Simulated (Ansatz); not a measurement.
**SiO2: field gradients at two levels of theory**

Cell: a computed structure from the Materials Project (it need not be an observed phase).

Space group P4_2/nbc:1 (No. 133); a = 8.9864, c = 8.0713 Å.

```csv
site,Wyckoff,site symmetry,x,y,z
Si,16k,1,0.2825,0.5554,0.4372
O17,8j,..2,0.8697,0.3697,0.5000
O18,16k,1,0.8235,0.9164,0.9435
O21,8h,.2.,0.5000,0.2617,0.7500
```

One atom of each set is listed.

First run. Computed with Ansatz: DFT, PBE, plane waves and PAW, scalar-relativistic, 420 eV cutoff, Γ-centred 3×3×3 k-points, Fermi–Dirac smearing 0.02 eV.

| site | V_zz (10²¹ V/m²) | η |
| --- | --- | --- |
| Si | 0.93 | 0.99 |
| O17 | 9.42 | 0.13 |
| O18 | 8.96 | 0.23 |
| O21 | 10.10 | 0.00 |

Second run. The same atoms and settings, except that the functional is r2SCAN and the cutoff is 500 eV.

Q: Given the first result, estimate the second.

A: 

| site | V_zz | η | change of V_zz |
| --- | --- | --- | --- |
| Si | 0.91 | 1.00 | -0.02 |
| O17 | 9.28 | 0.13 | -0.14 |
| O18 | 8.82 | 0.23 | -0.14 |
| O21 | 9.94 | 0.00 | -0.16 |

The largest change of V_zz is on O21, from 10.10 to 9.94. In per cent, |V_zz| changes by -2 on Si, -2 to -1 on O (all sites that start above 0.5).

For the first run: At this cell the PBE pressure is 5 GPa, so with PBE the cell would grow if it were relaxed. The entry's cell may itself be off. The largest force is 0.4 eV/Å, so the atoms aren't at the calculated equilibrium and relaxing them would move these values.
